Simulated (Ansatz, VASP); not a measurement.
GaSb in VASP and in Ansatz

```xyz
2
Lattice="0.0000 3.0590 3.0590 3.0590 0.0000 3.0590 3.0590 3.0590 0.0000" Properties=species:S:1:pos:R:3 pbc="T T T"
Sb    4.5885    4.5885    4.5885
Ga    0.0000    0.0000    0.0000
```

Alike in both runs: functional RPBE; k mesh 8 × 8 × 8; occupations fermi-dirac, width 0.05 eV; no spin polarisation.

```csv
,VASP,Ansatz
version,VASP 6.6.1,Ansatz 0.2.0
potentials or method,"VASP PAW PBE potentials, release 64 (Sb, Ga_d), cutoff 520 eV","all-electron LAPW, scalar-relativistic"
task,single point,band structure
```

```tsv
	VASP	Ansatz	Ansatz less VASP
gap on the k mesh at the Fermi level (eV)	0.13	0.14	+0.011
least direct gap on the mesh (eV)	0.13	0.14	+0.011
pressure (GPa)	4.0	3.9	-0.07
```

Ansatz ran all-electron here, so the differences hold the error of VASP's frozen core and of both bases.

Caveats: spin-orbit coupling is left out, which moves the levels of the heavy elements; the PAW data sets were made with another functional, which shifts forces and pressure a little (VASP).
